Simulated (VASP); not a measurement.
**CdSe: band structure with LDA**

CdSe:

```
CELL_PARAMETERS angstrom
0.00000 3.04621 3.04621
3.04621 0.00000 3.04621
3.04621 3.04621 0.00000
ATOMIC_POSITIONS crystal
Cd 0.00000 0.00000 0.00000
Se 0.75000 0.75000 0.75000
```

Measurements of this composition are mostly on another form, of space group No. 186.

```yaml
Program: VASP 6.6.1
Task: band structure
Functional: LDA
Potentials_or_basis: VASP PAW LDA potentials, release 64 (Cd, Se)
Cutoff: 520 eV
k_mesh: 8 × 8 × 8
Occupations: gaussian, width 0.03 eV
Spin: no spin polarisation
Further_INCAR_settings: ALGO = Normal; EDIFF = 1e-06; NBANDS = 16
```

```
Pressure                : -1.8 GPa
Band gap on the k mesh  : 0.35 eV, direct
Band gap along the path : 0.35 eV, direct
```

Levels at the corners of the path, in eV from the valence-band top:
| point | band 5 | band 6 | band 7 | band 8 | band 9 | band 10 | band 11 | band 12 | band 13 | band 14 |
| --- | --- | --- | --- | --- | --- | --- | --- | --- | --- | --- |
| Γ | -7.56 | -7.56 | 0.00 | 0.00 | 0.00 | 0.35 | 5.80 | 5.80 | 5.80 | 9.48 |
| X | -7.50 | -7.21 | -4.14 | -1.87 | -1.87 | 2.94 | 3.61 | 8.86 | 9.99 | 9.99 |
| X | -7.50 | -7.21 | -4.14 | -1.87 | -1.87 | 2.94 | 3.61 | 8.86 | 9.99 | 9.99 |
| W | -7.56 | -7.08 | -4.05 | -2.26 | -2.24 | 4.90 | 5.06 | 6.28 | 7.41 | 10.28 |
| W | -7.56 | -7.08 | -4.05 | -2.26 | -2.24 | 4.90 | 5.06 | 6.28 | 7.41 | 10.28 |
| K | -7.53 | -7.12 | -4.08 | -2.56 | -1.53 | 3.53 | 5.01 | 8.05 | 8.46 | 8.47 |
| K | -7.53 | -7.12 | -4.08 | -2.56 | -1.53 | 3.53 | 5.01 | 8.05 | 8.46 | 8.47 |
| Γ | -7.56 | -7.56 | 0.00 | 0.00 | 0.00 | 0.35 | 5.80 | 5.80 | 5.80 | 9.48 |
| Γ | -7.56 | -7.56 | 0.00 | 0.00 | 0.00 | 0.35 | 5.80 | 5.80 | 5.80 | 9.48 |
| L | -7.54 | -7.27 | -4.45 | -0.76 | -0.76 | 2.19 | 6.31 | 6.31 | 7.18 | 9.77 |
| L | -7.54 | -7.27 | -4.45 | -0.76 | -0.76 | 2.19 | 6.31 | 6.31 | 7.18 | 9.77 |
| U | -7.53 | -7.12 | -4.08 | -2.56 | -1.53 | 3.53 | 5.01 | 8.05 | 8.46 | 8.47 |
| U | -7.53 | -7.12 | -4.08 | -2.56 | -1.53 | 3.53 | 5.01 | 8.05 | 8.46 | 8.47 |
| W | -7.56 | -7.08 | -4.05 | -2.26 | -2.24 | 4.90 | 5.06 | 6.28 | 7.41 | 10.28 |
| W | -7.56 | -7.08 | -4.05 | -2.26 | -2.24 | 4.90 | 5.06 | 6.28 | 7.41 | 10.28 |
| L | -7.54 | -7.27 | -4.45 | -0.76 | -0.76 | 2.19 | 6.31 | 6.31 | 7.18 | 9.77 |
| L | -7.54 | -7.27 | -4.45 | -0.76 | -0.76 | 2.19 | 6.31 | 6.31 | 7.18 | 9.77 |
| K | -7.53 | -7.12 | -4.08 | -2.56 | -1.53 | 3.53 | 5.01 | 8.05 | 8.46 | 8.47 |
| U | -7.53 | -7.12 | -4.08 | -2.56 | -1.53 | 3.53 | 5.01 | 8.05 | 8.46 | 8.47 |
| X | -7.50 | -7.21 | -4.14 | -1.87 | -1.87 | 2.94 | 3.61 | 8.86 | 9.99 | 9.99 |

Wall time 49 s on 1 thread of Intel(R) Xeon(R) Platinum 8259CL CPU @ 2.50GHz (Skylake/Cascade Lake), with other jobs on the host, peak memory 0.18 GiB.
